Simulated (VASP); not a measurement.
# Na (P6_3/mmc) in VASP: a series of runs

Aim: see how the results for Na move with the level of theory and the settings. Levels: r2SCAN, PBE. Tasks: single point.

Everything below comes from runs of VASP 6.6.1. Logs are shortened: lines on timing, memory, paths and dates and some standing lists are left out, and cuts for length are marked.

## 1. The crystal as given

It takes space group P6_3/mmc (No. 194, hexagonal). The conventional cell has a = 3.766 Å, b = 3.766 Å, c = 6.141 Å, α = 90.00°, β = 90.00°, γ = 120.00°. Around Na (site symmetry -6m2) lie 12 Na at 3.76 to 3.77 Å.

The cell was built by a generator and needn't be a form met in nature.

## 2. Single point, r2SCAN

POSCAR reads:

```
Na
1.0
    3.7658406395      0.0000000000      0.0000000000
   -1.8829203198      3.2613136604      0.0000000000
    0.0000000000      0.0000000000      6.1412498065
Na
2
Direct
    0.3333333333      0.6666666667      0.7500000000
    0.6666666667      0.3333333333      0.2500000000
```

INCAR.step1 reads:

```
PREC = Accurate
ENCUT = 520
ISMEAR = -5
SIGMA = 0.05
LREAL = False
LASPH = True
NELM = 80
NBANDS = 14
GGA = PE
ALGO = Normal
EDIFF = 1E-4
LWAVE = True
LCHARG = False
```

INCAR.step2 reads:

```
PREC = Accurate
ENCUT = 520
EDIFF = 1E-7
ISMEAR = 0
SIGMA = 0.05
LREAL = False
LASPH = True
NELM = 80
ALGO = Normal
ISIF = 2
LWAVE = False
LCHARG = False
METAGGA = R2SCAN
LMIXTAU = True
LORBIT = 10
NBANDS = 14
ISTART = 1
```

KPOINTS reads:

```
regular mesh
0
Gamma
  12 12 8
```

Potentials or basis: VASP PAW PBE potentials, release 64 (Na_pv).

Launch:

```sh
$ cat potpaw_PBE.64/Na_pv/POTCAR > POTCAR
$ cp INCAR.step1 INCAR
$ mpirun -np 1 vasp_std > vasp.out
$ cp INCAR.step2 INCAR
$ mpirun -np 1 vasp_std > vasp.out
```

OUTCAR:

```text
PREC = Accurate
   ENCUT = 520
   EDIFF = 1E-7
   ISMEAR = 0
   LREAL = False
   LASPH = True
   NELM = 80
   ISIF = 2
   METAGGA = R2SCAN
   LORBIT = 10
   ISTART = 1

 ion  position               nearest neighbor table
   1  0.333  0.667  0.750-
   2  0.667  0.333  0.250-

  LATTYP: Found a hexagonal cell.
 ALAT       =     3.7658406395
 C/A-ratio  =     1.6307779310

  Lattice vectors:

 A1 = (   3.7658406395,   0.0000000000,   0.0000000000)
 A2 = (  -1.8829203198,   3.2613136604,   0.0000000000)
 A3 = (   0.0000000000,   0.0000000000,   6.1412498065)

Analysis of symmetry for initial positions (statically):
=====================================================================
 Subroutine PRICEL returns:
 Original cell was already a primitive cell.

 Routine SETGRP: Setting up the symmetry group for a
 hexagonal supercell.

 Subroutine GETGRP returns: Found 24 space group operations
 (whereof 12 operations were pure point group operations)
 out of a pool of 24 trial point group operations.

The static configuration has the point symmetry D_3d.
 The point group associated with its full space group is D_6h.

Analysis of symmetry for dynamics (positions and initial velocities):
=====================================================================
 Subroutine PRICEL returns:
 Original cell was already a primitive cell.

 Routine SETGRP: Setting up the symmetry group for a
 hexagonal supercell.

 Subroutine GETGRP returns: Found 24 space group operations
 (whereof 12 operations were pure point group operations)
 out of a pool of 24 trial point group operations.

The dynamic configuration has the point symmetry D_3d.
 The point group associated with its full space group is D_6h.

 Subroutine INISYM returns: Found 24 space group operations
 (whereof 12 operations are pure point group operations),
 and found     1 'primitive' translations

----------------------------------------------------------------------------------------

                                     Primitive cell

  volume of cell :      75.4243

  direct lattice vectors                    reciprocal lattice vectors
     3.765840639  0.000000000  0.000000000     0.265544959  0.153312454  0.000000000
    -1.882920320  3.261313660  0.000000000     0.000000000  0.306624908  0.000000000
     0.000000000  0.000000000  6.141249807     0.000000000  0.000000000  0.162833305

  length of vectors
     3.765840639  3.765840640  6.141249807     0.306624908  0.306624908  0.162833305

  position of ions in fractional coordinates (direct lattice)
     0.333333333  0.666666667  0.750000000
     0.666666667  0.333333333  0.250000000

  ion indices of the primitive-cell ions
   primitive index   ion index
                 1           1
                 2           2

----------------------------------------------------------------------------------------

 KPOINTS: regular mesh

Automatic generation of k-mesh.
 Grid dimensions read from file:
 generate k-points for:   12   12    8

 Generating k-lattice:

  Cartesian coordinates                     Fractional coordinates (reciprocal lattice)
     0.022128747  0.012776038  0.000000000     0.083333333 -0.000000000  0.000000000
     0.000000000  0.025552076  0.000000000     0.000000000  0.083333333  0.000000000
     0.000000000  0.000000000  0.020354163     0.000000000  0.000000000  0.125000000

  Length of vectors
     0.025552076  0.025552076  0.020354163

  Shift w.r.t. Gamma in fractional coordinates (k-lattice)
     0.000000000  0.000000000  0.000000000

 Subroutine IBZKPT returns following result:
 ===========================================

 Found     95 irreducible k-points:

 Following reciprocal coordinates:
            Coordinates               Weight
  0.000000  0.000000  0.000000      1.000000
  0.083333 -0.000000  0.000000      6.000000
  0.166667 -0.000000  0.000000      6.000000
  0.250000  0.000000  0.000000      6.000000
  0.333333 -0.000000  0.000000      6.000000
  0.416667  0.000000  0.000000      6.000000
[... 16 lines left out ...]
  0.250000  0.000000  0.125000     12.000000
  0.333333 -0.000000  0.125000     12.000000
 [... further k-points ...]
   k-points           NKPTS =     95   k-points in BZ     NKDIM =     95   number of bands    NBANDS=     14
   number of dos      NEDOS =    301   number of ions     NIONS =      2
   total plane-waves  NPLWV =  37632
   dimension x,y,z NGX =    28 NGY =   28 NGZ =   48
   dimension x,y,z NGXF=    56 NGYF=   56 NGZF=   96
   ions per type =               2
   NGX,Y,Z   is equivalent  to a cutoff of  12.36, 12.36, 12.99 a.u.
   NGXF,Y,Z  is equivalent  to a cutoff of  24.72, 24.72, 25.99 a.u.
 SYSTEM =  unknown system
   PREC   = accura    normal or accurate (medium, high low for compatibility)
   ISTART =      1    job   : 0-new  1-cont  2-samecut
   ICHARG =      0    charge: 1-file 2-atom 10-const
   ISPIN  =      1    spin polarized calculation?
   LNONCOLLINEAR =      F non collinear calculations
   LSORBIT =      F    spin-orbit coupling
   LASPH  =      T    aspherical Exc in radial PAW
   ENCUT  =  520.0 eV  38.22 Ry    6.18 a.u.   7.00  7.00 11.42*2*pi/ulx,y,z
   NELM   =     80;   NELMIN=  2; NELMDL=  0     # of ELM steps
   EDIFF  = 0.1E-06   stopping-criterion for ELM
   LREAL  =      F    real-space projection
   EDIFFG = 0.1E-05   stopping-criterion for IOM
   NSW    =      0    number of steps for IOM
   IBRION =     -1    ionic relax: 0-MD 1-quasi-New 2-CG
   NFREE  =      0    steps in history (QN), initial steepest desc. (CG)
   ISIF   =      2    stress and relaxation
   ISYM   =      2    0-nonsym 1-usesym 2-fastsym
   POTIM  = 0.5000    time-step for ionic-motion
   TEBEG  =    0.0;   TEEND  =   0.0 temperature during run
   PSTRESS=    0.0 pullay stress
   NELECT =      14.0000    total number of electrons
   NUPDOWN=      -1.0000    fix difference up-down
   EMIN   =  10.00;   EMAX   =-10.00  energy-range for DOS
   EFERMI =   0.00;   METHOD = LEGACY
   ISMEAR =     0;   SIGMA  =   0.05  broadening in eV -4-tet -1-fermi 0-gaus
   EFERMI_NEDOS =   21; number of points for ismear=-14 and -15
   IALGO  =     38    algorithm
   IMIX   =      4    mixing-type and parameters
     AMIX     =   0.40;   BMIX     =  1.00
     AMIX_MAG =   1.60;   BMIX_MAG =  1.00
  volume/ion in A,a.u.               =      37.71       254.49
  Fermi-wavevector in a.u.,A,eV,Ry     =   0.933857  1.764734 11.865492  0.872089
  Thomas-Fermi vector in A             =   2.060602
   LORBIT       =     10    0 simple, 1 ext, 2 COOP (PROOUT), +10 PAW based schemes
   METAGGA = R2SCAN    functional components
   LHFCALC =     F    Hartree Fock is set to
   AEXX    =    0.0000 exact exchange contribution
   IVDW    =     0    specifies the selected vdW correction
   LEPSILON=     F    determine dielectric tensor
   LRPA    =     F    only Hartree local field effects (RPA)
 non-spin polarized calculation
 Gauss-broadening in eV      SIGMA  =   0.05
  energy-cutoff  :      520.00
  volume of cell :       75.42
 maximum number of plane-waves:      2047
 NGX is ok and might be reduce to    28

 number of electron      14.0000010 magnetization

 Free energy of the ion-electron system (eV)
  ---------------------------------------------------
  ext. energy  EPLUGINS =         0.00000000
  ---------------------------------------------------
  free energy    TOTEN  =        -7.11165936 eV

  energy without entropy =       -7.11120310  energy(sigma->0) =       -7.11143123

 E-fermi :   0.2930     XC(G=0):  -6.8705

 val. band max:        0.2783841009   @ k =   0.2500   0.2500   0.3750
 cond. band min:       0.3545771669   @ k =   0.4167   0.0833   0.2500
 fundamental gap:      0.0761930660
 Fermi energy:         0.2930076930

 k-point     1 :       0.0000    0.0000    0.0000
  band No.  band energies     occupation
      1     -25.7562      2.00000
      2     -25.7273      2.00000
      3     -25.7270      2.00000
      4     -25.7226      2.00000
      5     -25.7225      2.00000
      6     -25.7224      2.00000
      7      -3.1548      2.00000
      8       0.8032      0.00000
      9       1.4605      0.00000
     10      10.8343      0.00000
     11      10.8345      0.00000
     12      11.3395      0.00000
     13      11.3395      0.00000
     14      11.3438      0.00000

 k-point     2 :       0.0833   -0.0000    0.0000
  band No.  band energies     occupation
      1     -25.7554      2.00000
      2     -25.7288      2.00000
      3     -25.7277      2.00000
      4     -25.7242      2.00000
      5     -25.7228      2.00000
      6     -25.7228      2.00000
      7      -3.0464      2.00000
      8       0.9010      0.00000
      9       1.5631      0.00000
     10       9.1189      0.00000
     11      10.1217      0.00000
     12      10.5581      0.00000
     13      12.1414      0.00000
     14      12.1737      0.00000

 k-point     3 :       0.1667   -0.0000    0.0000
  band No.  band energies     occupation
      1     -25.7532      2.00000
      2     -25.7334      2.00000
      3     -25.7292      2.00000
      4     -25.7289      2.00000
      5     -25.7236      2.00000
      6     -25.7236      2.00000
      7      -2.7223      2.00000
      8       1.1947      0.00000
      9       1.8650      0.00000
     10       7.1516      0.00000
     11       9.3576      0.00000
     12       9.4737      0.00000
     13      10.6821      0.00000
     14      11.9653      0.00000
[... 324 lines left out ...]
 k-point    23 :       0.2500    0.0000    0.1250
  band No.  band energies     occupation
      1     -25.7497      2.00000
      2     -25.7390      2.00000
      3     -25.7359      2.00000
      4     -25.7308      2.00000
      5     -25.7254      2.00000
      6     -25.7250      2.00000
      7      -2.1190      2.00000
      8       1.0061      0.00000
      9       3.1184      0.00000
     10       5.4175      0.00000
     11       7.9459      0.00000
     12       8.8080      0.00000
     13       9.1055      0.00000
     14      11.1540      0.00000

 k-point    24 :       0.3333   -0.0000    0.1250
  band No.  band energies     occupation
      1     -25.7488      2.00000
      2     -25.7434      2.00000
      3     -25.7416      2.00000
      4     -25.7327      2.00000
      5     -25.7272      2.00000
      6     -25.7262      2.00000
      7      -1.3789      2.00000
      8       1.6850      0.00000
      9       3.2945      0.00000
     10       4.2669      0.00000
     11       6.4373      0.00000
     12       7.9829      0.00000
     13       8.3738      0.00000
     14      10.1592      0.00000

 [... further k-points ...]
[... 5 lines left out ...]
  --------------------------------------------------------------------------------------
  -------------------------------------------------------------------------------------
  Total        0.0173987      0.0173987      0.0030103     -0.0000000     -0.0000000      0.0000000
  in kB        0.3695874      0.3695874      0.0639443     -0.0000000     -0.0000000      0.0000000
  external PRESSURE =       0.2677064 kB  Pullay stress =       0.0000000 kB

 VOLUME and BASIS-vectors are now :
 -----------------------------------------------------------------------------
  energy-cutoff  :      520.00
  volume of cell :       75.42
      direct lattice vectors                 reciprocal lattice vectors
     3.765840639  0.000000000  0.000000000     0.265544959  0.153312454  0.000000000
    -1.882920320  3.261313660  0.000000000     0.000000000  0.306624908  0.000000000
     0.000000000  0.000000000  6.141249807     0.000000000  0.000000000  0.162833305

 POSITION                                       TOTAL-FORCE (eV/Angst)
 -----------------------------------------------------------------------------------
     -0.00000      2.17421      4.60594         0.000000     -0.000000      0.000000
      1.88292      1.08710      1.53531        -0.000000      0.000000     -0.000000
 -----------------------------------------------------------------------------------
    total drift:                               -0.000000      0.000000      0.000000

  FREE ENERGIE OF THE ION-ELECTRON SYSTEM (eV)
  ---------------------------------------------------
  free  energy   TOTEN  =        -7.1116593556 eV

  energy  without entropy=       -7.1112031027  energy(sigma->0) =       -7.11143123

 total charge

# of ion       s       p       d       tot
------------------------------------------
    1        0.085   5.969   0.000   6.054
    2        0.085   5.969   0.000   6.054
--------------------------------------------------
tot          0.171  11.938   0.000  12.108
```

Wall time 5.9 min (1 thread of Intel Xeon Platinum 8559C (Emerald Rapids), shared host); peak memory 0.22 GiB.

What came out:

```yaml
Free_energy: -7.1117 eV
Pressure: 0.0 GPa
Band_gap_on_the_k_mesh: none (metal or under the smearing width)
Valence_electrons_inside_the_program's_atomic_spheres: Na 6.05
```

Caveat: the PAW data sets were made with another functional, which shifts forces and pressure a little.

## 3. Single point, PBE

This run uses another cell than the first one, of 37.05 Å³/atom, 0.982 times its volume.

INCAR reads:

```
PREC = Accurate
ENCUT = 520
EDIFF = 1E-6
ISMEAR = 0
SIGMA = 0.05
LREAL = False
LASPH = True
NELM = 80
ALGO = Normal
ISIF = 2
LWAVE = False
LCHARG = False
GGA = PE
NBANDS = 14
```

KPOINTS reads:

```
regular mesh
0
Gamma
  6 6 4
```

POSCAR reads:

```
Na
1.0
    3.7899866107      0.0000000000      0.0000000000
   -1.8949933053      3.2822246849      0.0000000000
    0.0000000000      0.0000000000      5.9564355871
Na
2
Direct
    0.3333333333      0.6666666667      0.7500000000
    0.6666666667      0.3333333333      0.2500000000
```

Potentials or basis: VASP PAW PBE potentials, release 64 (Na_pv).

Launch:

```sh
$ cat potpaw_PBE.64/Na_pv/POTCAR > POTCAR
$ mpirun -np 1 vasp_std > vasp.out
```

It took 22 s on 1 thread of Intel Xeon Platinum 8559C (Emerald Rapids), shared host; peak memory 0.18 GiB.

The run converged. Its results:

| Property | Result |
| --- | --- |
| Free energy | -2.6343 eV |
| Pressure | 0.0 GPa |
| Band gap on the k mesh | none (metal or under the smearing width) |

Levels at points of the mesh, in eV from the Fermi level:
| k point | band 3 | band 4 | band 5 | band 6 | band 7 | band 8 | band 9 | band 10 | band 11 | band 12 |
| --- | --- | --- | --- | --- | --- | --- | --- | --- | --- | --- |
| (0.00, 0.00, 0.00) | -24.68 | -24.67 | -24.67 | -24.67 | -3.06 | 0.96 | 1.42 | 9.89 | 9.89 | 10.22 |
| (0.50, 0.00, 0.00) | -24.70 | -24.69 | -24.68 | -24.68 | 0.39 | 0.49 | 4.17 | 4.18 | 4.75 | 4.88 |
| (0.00, 0.00, 0.50) | -24.68 | -24.68 | -24.68 | -24.68 | -1.97 | -1.97 | 6.18 | 6.18 | 10.52 | 10.52 |
| (0.50, 0.00, 0.50) | -24.68 | -24.68 | -24.68 | -24.68 | 1.25 | 1.25 | 1.72 | 1.72 | 7.91 | 7.91 |
